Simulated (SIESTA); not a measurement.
MnS:

```
CELL_PARAMETERS angstrom
0.00000 2.60450 2.60450
2.60450 0.00000 2.60450
2.60450 2.60450 0.00000
ATOMIC_POSITIONS crystal
Mn 0.00000 0.00000 0.00000
S 0.50000 0.50000 0.50000
```

Base run:

- Program: SIESTA 5.4.2
- Functional: PBE
- Potentials or basis: PseudoDojo 0.4 standard (PBE files)
- Basis: SZ (energy shift 0.002 Ry)
- Grid cutoff: 800 Ry
- Energy shift: 0.002 Ry
- k mesh: 9 × 9 × 9
- Occupations: fermi-dirac, width 0.05 eV
- Spin: collinear spin, ferromagnetic start
- Starting moments: [4.0, 0.0] μB

Its results: band gap on the k mesh none (metal or under the smearing width); pressure 5.3 GPa; net moment 4.93 μB per cell; site moments Mn +4.64; S +0.30 μB.

The run is repeated on the same cell with these changes: basis from SZ (energy shift 0.002 Ry) to DZP (energy shift 0.002 Ry). What comes out?

Band gap on the k mesh none (metal or under the smearing width); pressure -1.4 GPa; net moment 4.78 μB per cell; site moments Mn +4.65; S +0.12 μB.

Caveats: the basis of atomic orbitals isn't converged, which shifts pressures, moduli and gaps; a cell with one magnetic atom can't hold antiferromagnetic order, which such compounds often take; semilocal functionals often make such compounds metallic where correlation or magnetic order opens a gap, which also shifts bond lengths; the basis has no polarisation orbitals (some runs); short orbitals over semicore shells can move pressures by several GPa (some runs); semicore shells carry a single zeta, which can move pressures by several GPa and volumes by a few percent (some runs).

Not every run made on this cell is shown here.
